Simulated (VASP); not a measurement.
# NaF (Villiaumite) (Fm-3m) in VASP: notebook

Runs on NaF (Villiaumite). Level: r2SCAN. Tasks: single point.

All numbers are computed with VASP 6.6.1; they aren't measurements. Logs are shortened: lines on timing, memory, paths and dates and some standing lists are left out, and cuts for length are marked.

## Step 1: The structure

Symmetry: Fm-3m, No. 225, cubic system. The conventional cell has a = 4.640 Å, b = 4.640 Å, c = 4.640 Å, α = 90.00°, β = 90.00°, γ = 90.00°. Na (site symmetry m-3m) is surrounded by 6 F at 2.32 Å. F (site symmetry m-3m) has 6 Na at 2.32 Å as nearest neighbours.

## Step 2: Single point, r2SCAN

Contents of INCAR:

```
PREC     = Accurate       # precision mode
ENCUT    = 450            # plane-wave cutoff, eV
EDIFF    = 1E-6           # SCF threshold, eV
ISMEAR   = 0              # smearing method
SIGMA    = 0.2            # smearing width, eV
LREAL    = F              # projectors in reciprocal space
LASPH    = T              # aspherical terms in the spheres
NELM     = 100            # most SCF steps
ALGO     = Normal         # electronic algorithm
ISIF     = 2              # what is computed and relaxed
LWAVE    = F              # write WAVECAR
LCHARG   = F              # write CHGCAR
METAGGA  = R2SCAN         # meta-GGA
LMIXTAU  = T            
ADDGRID  = F
```

Contents of KPOINTS:

```
Automatic mesh
0
Gamma
  5 5 5
```

Contents of POSCAR:

```
NaF
1.0
    0.0000000000      2.3200000000      2.3200000000
    2.3200000000      0.0000000000      2.3200000000
    2.3200000000      2.3200000000      0.0000000000
Na F
1 1
Direct
    0.0258840000     -0.0367460000      0.0017760000
    0.4822430000      0.5377660000      0.4799550000
```

Potentials or basis: VASP PAW PBE potentials, release 64 (Na_pv, F).

Started as:

```console
cat potpaw_PBE.64/Na_pv/POTCAR potpaw_PBE.64/F/POTCAR > POTCAR
mpirun -np 1 vasp_std > vasp.out
```

OUTCAR:

```text
PREC = Accurate
   ENCUT = 450
   EDIFF = 1E-6
   ISMEAR = 0
   LREAL = F
   LASPH = T
   NELM = 100
   ISIF = 2
   METAGGA = R2SCAN

 Found     63 irreducible k-points:

 Following reciprocal coordinates:
            Coordinates               Weight
  0.000000  0.000000  0.000000      1.000000
  0.200000  0.000000  0.000000      2.000000
  0.000000  0.200000  0.000000      2.000000
  0.000000  0.000000  0.200000      2.000000
  0.200000  0.200000  0.200000      2.000000
  0.400000  0.000000  0.000000      2.000000
   k-points           NKPTS =     63   k-points in BZ     NKDIM =     63   number of bands    NBANDS=     11
   number of dos      NEDOS =    301   number of ions     NIONS =      2
   total plane-waves  NPLWV =  13824
   dimension x,y,z NGX =    24 NGY =   24 NGZ =   24
   dimension x,y,z NGXF=    48 NGYF=   48 NGZF=   48
   ions per type =               1   1
   NGX,Y,Z   is equivalent  to a cutoff of  12.16, 12.16, 12.16 a.u.
   NGXF,Y,Z  is equivalent  to a cutoff of  24.32, 24.32, 24.32 a.u.
 SYSTEM =  unknown system
   PREC   = accura    normal or accurate (medium, high low for compatibility)
   ISTART =      0    job   : 0-new  1-cont  2-samecut
   ICHARG =      2    charge: 1-file 2-atom 10-const
   ISPIN  =      1    spin polarized calculation?
   LNONCOLLINEAR =      F non collinear calculations
   LSORBIT =      F    spin-orbit coupling
   LASPH  =      T    aspherical Exc in radial PAW
   ENCUT  =  450.0 eV  33.07 Ry    5.75 a.u.   5.67  5.67  5.67*2*pi/ulx,y,z
   NELM   =    100;   NELMIN=  2; NELMDL= -5     # of ELM steps
   EDIFF  = 0.1E-05   stopping-criterion for ELM
   LREAL  =      F    real-space projection
   EDIFFG = 0.1E-04   stopping-criterion for IOM
   NSW    =      0    number of steps for IOM
   IBRION =     -1    ionic relax: 0-MD 1-quasi-New 2-CG
   NFREE  =      0    steps in history (QN), initial steepest desc. (CG)
   ISIF   =      2    stress and relaxation
   ISYM   =      2    0-nonsym 1-usesym 2-fastsym
   POTIM  = 0.5000    time-step for ionic-motion
   TEBEG  =    0.0;   TEEND  =   0.0 temperature during run
   PSTRESS=    0.0 pullay stress
   NELECT =      14.0000    total number of electrons
   NUPDOWN=      -1.0000    fix difference up-down
   EMIN   =  10.00;   EMAX   =-10.00  energy-range for DOS
   EFERMI =   0.00;   METHOD = LEGACY
   ISMEAR =     0;   SIGMA  =   0.20  broadening in eV -4-tet -1-fermi 0-gaus
   EFERMI_NEDOS =   21; number of points for ismear=-14 and -15
   IALGO  =     38    algorithm
   IMIX   =      4    mixing-type and parameters
     AMIX     =   0.40;   BMIX     =  1.00
     AMIX_MAG =   1.60;   BMIX_MAG =  1.00
  volume/ion in A,a.u.               =      12.49        84.27
  Fermi-wavevector in a.u.,A,eV,Ry     =   1.349852  2.550851 24.791186  1.822101
  Thomas-Fermi vector in A             =   2.477405
   LORBIT       =      0    0 simple, 1 ext, 2 COOP (PROOUT), +10 PAW based schemes
   METAGGA = R2SCAN    functional components
   LHFCALC =     F    Hartree Fock is set to
   AEXX    =    0.0000 exact exchange contribution
   IVDW    =     0    specifies the selected vdW correction
   LEPSILON=     F    determine dielectric tensor
   LRPA    =     F    only Hartree local field effects (RPA)
 non-spin polarized calculation
 Gauss-broadening in eV      SIGMA  =   0.20
  energy-cutoff  :      450.00
  volume of cell :       24.97
 maximum number of plane-waves:       552
   NGX = 11   NGY = 11   NGZ = 11

 number of electron      13.9999988 magnetization

 Free energy of the ion-electron system (eV)
  ---------------------------------------------------
  ext. energy  EPLUGINS =         0.00000000
  ---------------------------------------------------
  free energy    TOTEN  =       -12.55387548 eV

  energy without entropy =      -12.55387548  energy(sigma->0) =      -12.55387548

 E-fermi :  -1.8740     XC(G=0):  -9.7391

 val. band max:       -2.7564299083   @ k =   0.0000   0.0000   0.0000
 cond. band min:       4.3875281322   @ k =   0.0000   0.0000   0.0000
 fundamental gap:      7.1439580405
 Fermi energy:        -1.8740024746

 k-point     1 :       0.0000    0.0000    0.0000
  band No.  band energies     occupation
      1     -23.0805      2.00000
      2     -22.2217      2.00000
      3     -22.2209      2.00000
      4     -22.1824      2.00000
      5      -2.7717      2.00000
      6      -2.7680      2.00000
      7      -2.7564      2.00000
      8       4.3875      0.00000
      9      17.0289      0.00000
     10      17.0978      0.00000
     11      17.2212      0.00000

 k-point     2 :       0.2000    0.0000    0.0000
  band No.  band energies     occupation
      1     -23.2384      2.00000
      2     -22.2312      2.00000
      3     -22.2251      2.00000
      4     -21.9765      2.00000
      5      -3.3792      2.00000
      6      -2.8585      2.00000
      7      -2.8403      2.00000
      8       5.6552      0.00000
      9      13.9670      0.00000
     10      17.6009      0.00000
     11      17.7654      0.00000

 k-point     3 :       0.0000    0.2000    0.0000
  band No.  band energies     occupation
      1     -23.2256      2.00000
      2     -22.2259      2.00000
      3     -22.2248      2.00000
      4     -21.9950      2.00000
      5      -3.3735      2.00000
      6      -2.8617      2.00000
      7      -2.8571      2.00000
      8       5.6635      0.00000
      9      14.0278      0.00000
     10      17.6523      0.00000
     11      17.7205      0.00000

 k-point     4 :       0.0000    0.0000    0.2000
  band No.  band energies     occupation
      1     -23.2439      2.00000
      2     -22.2329      2.00000
      3     -22.2259      2.00000
      4     -21.9687      2.00000
      5      -3.3809      2.00000
      6      -2.8547      2.00000
      7      -2.8368      2.00000
      8       5.6519      0.00000
      9      13.9430      0.00000
     10      17.6202      0.00000
     11      17.7442      0.00000

 k-point     5 :       0.2000    0.2000    0.2000
  band No.  band energies     occupation
      1     -23.2455      2.00000
      2     -22.2333      2.00000
      3     -22.2255      2.00000
      4     -21.9669      2.00000
      5      -3.3814      2.00000
      6      -2.8535      2.00000
      7      -2.8360      2.00000
      8       5.6512      0.00000
      9      13.9366      0.00000
     10      17.6300      0.00000
     11      17.7337      0.00000

 k-point     6 :       0.4000    0.0000    0.0000
  band No.  band energies     occupation
      1     -23.4166      2.00000
      2     -22.2367      2.00000
      3     -22.2317      2.00000
      4     -21.7261      2.00000
      5      -4.1662      2.00000
      6      -2.9959      2.00000
      7      -2.9746      2.00000
      8       8.1182      0.00000
      9      11.2721      0.00000
     10      18.2989      0.00000
     11      18.4957      0.00000

 [... further k-points ...]

------------------------ aborting loop because EDIFF is reached ----------------------------------------

  FORCE on cell =-STRESS in cart. coord.  units (eV):
  Direction    XX          YY          ZZ          XY          YZ          ZX
  --------------------------------------------------------------------------------------
  -------------------------------------------------------------------------------------
  Total       -0.3907891     -0.2176768     -0.5695876      0.0776658      0.0391552     -0.0388145
  in kB      -25.0702721    -13.9646106    -36.5407231      4.9824902      2.5119196     -2.4900644
  external PRESSURE =     -25.1918686 kB  Pullay stress =       0.0000000 kB

 VOLUME and BASIS-vectors are now :
 -----------------------------------------------------------------------------
  energy-cutoff  :      450.00
  volume of cell :       24.97
      direct lattice vectors                 reciprocal lattice vectors
     0.000000000  2.320000000  2.320000000    -0.215517241  0.215517241  0.215517241
     2.320000000  0.000000000  2.320000000     0.215517241 -0.215517241  0.215517241
     2.320000000  2.320000000  0.000000000     0.215517241  0.215517241 -0.215517241

 POSITION                                       TOTAL-FORCE (eV/Angst)
 -----------------------------------------------------------------------------------
      2.23887      0.06417      2.29480         0.278259     -0.384871      0.151279
      2.36111      2.23230      2.36642        -0.278259      0.384871     -0.151279
 -----------------------------------------------------------------------------------
    total drift:                               -0.016709     -0.006030     -0.001281

  FREE ENERGIE OF THE ION-ELECTRON SYSTEM (eV)
  ---------------------------------------------------
  free  energy   TOTEN  =       -12.5538754798 eV

  energy  without entropy=      -12.5538754798  energy(sigma->0) =      -12.55387548
```

It took 42 s on 1 thread of Intel Xeon Platinum 8488C (Sapphire Rapids), shared host; peak memory 0.14 GiB.

The run converged, but some of its settings lie outside the range that counts as converged, so its numbers aren't taken as properties of the crystal.

What came out:

| Quantity | Value |
| --- | --- |
| Free energy | -12.5539 eV |
| Largest force | 0.498 eV/Å |
| Band gap on the k mesh | 7.14 eV, direct |

Caveat: the k mesh is coarse (spacing up to 0.47 Å⁻¹), so the values aren't converged; the cutoff is under 1.25 times the usual one of these potentials, so pressure, stress and relaxed cells hold a basis-set (Pulay) error; the PAW data sets were made with another functional, which shifts forces and pressure a little.

## Step 3: Single point, r2SCAN

Changes to INCAR since step 2:

```diff
@@ -4,3 +4,3 @@
 ISMEAR   = 0              # smearing method
-SIGMA    = 0.2            # smearing width, eV
+SIGMA    = 0.01           # smearing width, eV
 LREAL    = F              # projectors in reciprocal space
```

KPOINTS is that of step 2.

Contents of POSCAR:

```
NaF
1.0
    0.0000000000      2.3200000000      2.3200000000
    2.3200000000      0.0000000000      2.3200000000
    2.3200000000      2.3200000000      0.0000000000
Na F
1 1
Direct
    0.0000000000      0.0000000000      0.0000000000
    0.5000000000      0.5000000000      0.5000000000
```

Potentials or basis: VASP PAW PBE potentials, release 64 (Na_pv, F).

Started as:

```console
cat potpaw_PBE.64/Na_pv/POTCAR potpaw_PBE.64/F/POTCAR > POTCAR
mpirun -np 1 vasp_std > vasp.out
```

Wall time 13 s (1 thread of Intel Xeon Platinum 8488C (Sapphire Rapids), shared host); peak memory 0.13 GiB.

The run converged, but some of its settings lie outside the range that counts as converged, so its numbers aren't taken as properties of the crystal.

Results:

```
Free energy            : -12.6028 eV
Band gap on the k mesh : 7.15 eV, direct
```

Caveat: the k mesh is coarse (spacing up to 0.47 Å⁻¹), so the values aren't converged; the cutoff is under 1.25 times the usual one of these potentials, so pressure, stress and relaxed cells hold a basis-set (Pulay) error; the PAW data sets were made with another functional, which shifts forces and pressure a little.

## Step 4: Single point, r2SCAN

INCAR is that of step 3.

KPOINTS is that of step 3.

Contents of POSCAR:

```
NaF
1.0
    0.0000000000      2.3200000000      2.3200000000
    2.3200000000      0.0000000000      2.3200000000
    2.3200000000      2.3200000000      0.0000000000
Na F
1 1
Direct
    0.0258840000     -0.0367460000      0.0017760000
    0.4822430000      0.5377660000      0.4799550000
```

Started as:

```console
cat potpaw_PBE.64/Na_pv/POTCAR potpaw_PBE.64/F/POTCAR > POTCAR
mpirun -np 1 vasp_std > vasp.out
```

Run time: 53 s. Hardware: 1 thread of Intel Xeon Platinum 8488C (Sapphire Rapids), shared host; peak memory 0.14 GiB.

The run converged, but some of its settings lie outside the range that counts as converged, so its numbers aren't taken as properties of the crystal.

What came out:

```
Free energy            : -12.5539 eV
Largest force          : 0.498 eV/Å
Band gap on the k mesh : 7.14 eV, direct
```

Caveat: the k mesh is coarse (spacing up to 0.47 Å⁻¹), so the values aren't converged; the cutoff is under 1.25 times the usual one of these potentials, so pressure, stress and relaxed cells hold a basis-set (Pulay) error; the PAW data sets were made with another functional, which shifts forces and pressure a little.

## Step 5: Single point, r2SCAN

Changes to INCAR since step 4:

```diff
@@ -1,2 +1,2 @@
-PREC     = Accurate       # precision mode
+PREC     = Low            # precision mode
 ENCUT    = 450            # plane-wave cutoff, eV
@@ -4,3 +4,3 @@
 ISMEAR   = 0              # smearing method
-SIGMA    = 0.01           # smearing width, eV
+SIGMA    = 0.05           # smearing width, eV
 LREAL    = F              # projectors in reciprocal space
```

KPOINTS is that of step 4.

Contents of POSCAR:

```
NaF
1.0
    0.0000000000      2.3200000000      2.3200000000
    2.3200000000      0.0000000000      2.3200000000
    2.3200000000      2.3200000000      0.0000000000
Na F
1 1
Direct
    0.0000000000      0.0000000000      0.0000000000
    0.5000000000      0.5000000000      0.5000000000
```

Started as:

```console
cat potpaw_PBE.64/Na_pv/POTCAR potpaw_PBE.64/F/POTCAR > POTCAR
mpirun -np 1 vasp_std > vasp.out
```

Run time: 11 s. Hardware: 1 thread of Intel Xeon Platinum 8488C (Sapphire Rapids), shared host; peak memory 0.1 GiB.

The run converged, but some of its settings lie outside the range that counts as converged, so its numbers aren't taken as properties of the crystal.

What came out:

```
Free energy            : -12.6360 eV
Band gap on the k mesh : 7.15 eV, direct
```

Caveat: the k mesh is coarse (spacing up to 0.47 Å⁻¹), so the values aren't converged; the cutoff is under 1.25 times the usual one of these potentials, so pressure, stress and relaxed cells hold a basis-set (Pulay) error; the PAW data sets were made with another functional, which shifts forces and pressure a little.

## Step 6: For comparison

An earlier run on the cell as given: functional PBEsol; potentials or basis VASP PAW PBE potentials, release 64 (Na_pv, F); cutoff 520 eV; k mesh 10 × 10 × 10; occupations fermi-dirac, width 0.05 eV; no spin polarisation.

- Pressure: -0.3 GPa
- Band gap on the k mesh: 6.14 eV, direct
